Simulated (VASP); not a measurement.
The system is Te.

```
CELL_PARAMETERS angstrom
5.22326 0.00000 0.00000
0.00000 5.22326 0.00000
0.00000 0.00000 5.22326
ATOMIC_POSITIONS crystal
Te 0.87500 0.12500 0.62500
Te 0.37500 0.37500 0.37500
Te 0.12500 0.62500 0.87500
Te 0.62500 0.87500 0.12500
```

The cell was built by a generator and needn't be a form met in nature.

Base run:

```yaml
Program: VASP 6.6.1
Functional: HSE(alpha, omega)
Potentials_or_basis: VASP PAW PBE potentials, release 64 (Te)
Cutoff: 520 eV
k_mesh: 3 × 3 × 3
Occupations: fermi-dirac, width 0.05 eV
Spin: no spin polarisation
```

Its results: band gap on the k mesh 0.34 eV, indirect (least direct gap 0.93 eV); pressure -1.6 GPa.

After a change of settings the same cell gave: band gap on the k mesh 0.42 eV, indirect (least direct gap 1.01 eV); pressure -2.6 GPa. Which change was it?
A. share of exact exchange from 0.2 to 0.3
B. share of exact exchange from 0.2 to 0.4
C. share of exact exchange from 0.2 to 0.5
D. share of exact exchange from 0.2 to 0.05

A.

Caveats: the PAW data sets were made with another functional, which shifts forces and pressure a little; spin-orbit coupling is left out, which moves the levels of the heavy elements; an odd mesh through Γ misses points on the zone boundary, where band edges often lie.
